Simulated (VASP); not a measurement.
# AlNi in VASP: further runs, part 2 of 2

VASP 6.6.1. The steps go on from the part before.

## (4) Work function, r2SCAN, collinear spin, ferromagnetic start

Contents of INCAR:

```
ALGO     = Normal         # electronic algorithm
DIPOL    = 0.5 0.5 0.500
EDIFF    = 1E-6           # SCF threshold, eV
ENCUT    = 520            # plane-wave cutoff, eV
IDIPOL   = 3            
ISIF     = 2              # what is computed and relaxed
ISMEAR   = -1             # smearing method
ISPIN    = 2              # spin polarisation
LASPH    = T              # aspherical terms in the spheres
LCHARG   = T              # write CHGCAR
LDIPOL   = T            
LELF     = T              # ELF
LMAXMIX  = 4              # l up to which the mixer works
LMIXTAU  = T            
LORBIT   = 11             # projections on sites
LREAL    = F              # projectors in reciprocal space
LVACPOTAV= T            
LVHAR    = T            
LWAVE    = F              # write WAVECAR
MAGMOM   = 1 1 1 1 0 0 0 0 # initial moments
METAGGA  = R2SCAN         # meta-GGA
NELM     = 100            # most SCF steps
PREC     = Accurate       # precision mode
SIGMA    = 0.05           # smearing width, eV
```

Contents of KPOINTS:

```
k-points
0
Gamma
  7 7 1
```

Contents of POSCAR:

```
AlNi
1.0
    2.8810000000      0.0000000000      0.0000000000
    0.0000000000      2.8810000000      0.0000000000
    0.0000000000      0.0000000000     25.0835000000
Ni Al
4 4
Direct
    0.5000000000      0.5000000000      0.2990013355
    0.5000000000      0.5000000000      0.4138577152
    0.5000000000      0.5000000000      0.5287140949
    0.5000000000      0.5000000000      0.6435704746
    0.0000000000      0.0000000000      0.3564295254
    0.0000000000      0.0000000000      0.4712859051
    0.0000000000      0.0000000000      0.5861422848
    0.0000000000      0.0000000000      0.7009986645
```

Potentials or basis: VASP PAW PBE potentials, release 64 (Ni, Al).

The run is started by

```sh
$ cat potpaw_PBE.64/Ni/POTCAR potpaw_PBE.64/Al/POTCAR > POTCAR
$ mpirun -np 1 vasp_std > vasp.out
```

OUTCAR:

```text
EDIFF = 1E-6
   ENCUT = 520
   ISIF = 2
   ISMEAR = -1
   ISPIN = 2
   LASPH = T
   LORBIT = 11
   LREAL = F
   METAGGA = R2SCAN
   NELM = 100
   PREC = Accurate

 ion  position               nearest neighbor table
   1  0.500  0.500  0.299-   5 2.50   5 2.50   5 2.50   5 2.50   2 2.88
   2  0.500  0.500  0.414-   5 2.50   5 2.50   5 2.50   5 2.50   6 2.50   6 2.50   6 2.50   6 2.50
                             1 2.88   3 2.88
   3  0.500  0.500  0.529-   6 2.50   6 2.50   6 2.50   6 2.50   7 2.50   7 2.50   7 2.50   7 2.50
                             4 2.88   2 2.88
   4  0.500  0.500  0.644-   7 2.50   7 2.50   7 2.50   7 2.50   8 2.50   8 2.50   8 2.50   8 2.50
                             3 2.88
   5  0.000  0.000  0.356-   2 2.50   2 2.50   2 2.50   2 2.50   1 2.50   1 2.50   1 2.50   1 2.50
                             6 2.88
   6  0.000  0.000  0.471-   3 2.50   3 2.50   3 2.50   3 2.50   2 2.50   2 2.50   2 2.50   2 2.50
                             5 2.88   7 2.88
   7  0.000  0.000  0.586-   4 2.50   4 2.50   4 2.50   4 2.50   3 2.50   3 2.50   3 2.50   3 2.50
                             6 2.88   8 2.88
   8  0.000  0.000  0.701-   4 2.50   4 2.50   4 2.50   4 2.50   7 2.88
[... 945 lines left out ...]
  energy-cutoff  :      520.00
  volume of cell :      208.20
      direct lattice vectors                 reciprocal lattice vectors
     2.881000000  0.000000000  0.000000000     0.347101701  0.000000000  0.000000000
     0.000000000  2.881000000  0.000000000     0.000000000  0.347101701  0.000000000
     0.000000000  0.000000000 25.083500000     0.000000000  0.000000000  0.039866845

 POSITION                                       TOTAL-FORCE (eV/Angst)
 -----------------------------------------------------------------------------------
      1.44050      1.44050      7.50000         0.000000      0.000000      0.790560
      1.44050      1.44050     10.38100         0.000000     -0.000000      0.333676
      1.44050      1.44050     13.26200         0.000000     -0.000000     -0.144208
      1.44050      1.44050     16.14300        -0.000000     -0.000000      0.380044
      0.00000      0.00000      8.94050         0.000000     -0.000000     -0.788866
      0.00000      0.00000     11.82150         0.000000     -0.000000     -0.148411
      0.00000      0.00000     14.70250         0.000000     -0.000000      0.042124
      0.00000      0.00000     17.58350         0.000000     -0.000000     -0.464919
 -----------------------------------------------------------------------------------
    total drift:                                0.000000      0.000000      0.006654

  FREE ENERGIE OF THE ION-ELECTRON SYSTEM (eV)
  ---------------------------------------------------
  free  energy   TOTEN  =       -77.5330244438 eV

  energy  without entropy=      -77.5073998556  energy(sigma->0) =      -77.52021215

 vacuum level on the upper side and lower side of the slab         6.455         6.780

 total charge

# of ion       s       p       d       tot
------------------------------------------
    1        0.432   0.312   8.399   9.143
    2        0.486   0.539   8.485   9.510
    3        0.486   0.540   8.486   9.512
    4        0.494   0.530   8.487   9.512
    5        0.388   0.416   0.000   0.804
    6        0.382   0.424   0.000   0.805
    7        0.380   0.423   0.000   0.802
    8        0.412   0.359   0.000   0.771
--------------------------------------------------
tot          3.460   3.542  33.858  40.860

 magnetization (x)

# of ion       s       p       d       tot
------------------------------------------
    1        0.007  -0.004   0.523   0.526
    2        0.004   0.002   0.027   0.034
    3        0.000   0.000  -0.032  -0.031
    4        0.004  -0.001   0.048   0.051
    5        0.000   0.003   0.000   0.003
    6        0.001  -0.000   0.000   0.000
    7        0.001  -0.001   0.000   0.000
    8        0.016   0.020   0.000   0.036
--------------------------------------------------
tot          0.034   0.019   0.566   0.619
```

stdout:

```text
POSCAR found type information on POSCAR NiAl
 POSCAR found :  2 types and       8 ions
 scaLAPACK will be used
 -----------------------------------------------------------------------------
[... 23 lines left out ...]
|     Did not find any points to average over, which means that no vacuum     |
|     field-free region was found. Please increase the size of  your cell     |
|     in the dimension of the dipole correction to obtain accurate            |
|     workfunction values.                                                    |
|                                                                             |
 -----------------------------------------------------------------------------
```

It took 20 min on 1 thread of Intel Xeon Platinum 8259CL at 2.50GHz (Skylake/Cascade Lake), shared host; peak memory 0.52 GiB.

Results:

```
Free energy                                           : -77.5330 eV
Largest force                                         : 0.791 eV/Å
Band gap on the k mesh                                : none (metal or under the smearing width)
Net moment                                            : 0.72 μB per cell
Site moments                                          : Ni +0.53, +0.03, -0.03, +0.05; Al +0.00, +0.04 μB
Valence electrons inside the program's atomic spheres : Ni 9.14, 9.51; Al 0.80, 0.81, 0.77
Work function of the upper face                       : 4.19 eV
Work function of the lower face                       : 4.52 eV
```

Forces in eV/Å, atoms in the order of the input:
```
Ni   0.000  0.000  0.791
Ni   0.000  0.000  0.334
Ni   0.000  0.000 -0.144
Ni   0.000  0.000  0.380
Al   0.000  0.000 -0.789
Al   0.000  0.000 -0.148
Al   0.000  0.000  0.042
Al   0.000  0.000 -0.465
```

Caveat: the PAW data sets were made with another functional, which shifts forces and pressure a little.

## (5) Summary

| level | gap on the mesh (eV) | moment (μB) | largest force (eV/Å) | work function (eV) |
| --- | --- | --- | --- | --- |
| revPBE | none | 0.00 | 0.94 | 4.05 |
| BLYP | none | 0.00 | 1.08 | 3.75 |
| r2SCAN | none | 0.72 | 0.79 | 4.19 |

Alike in all rows: task work function; potentials or basis VASP PAW PBE potentials, release 64 (Ni, Al); spin collinear, ferromagnetic start; cell as given; k mesh 7 × 7 × 1; cutoff (eV) 520; smearing fermi-dirac 0.05 eV.

Every run on the cell as given and a fine mesh finds a metal.

Caveats: the PAW data sets were made with another functional, which shifts forces and pressure a little.

Total energies depend on the potentials used, so only differences within one code and one set of settings carry meaning.
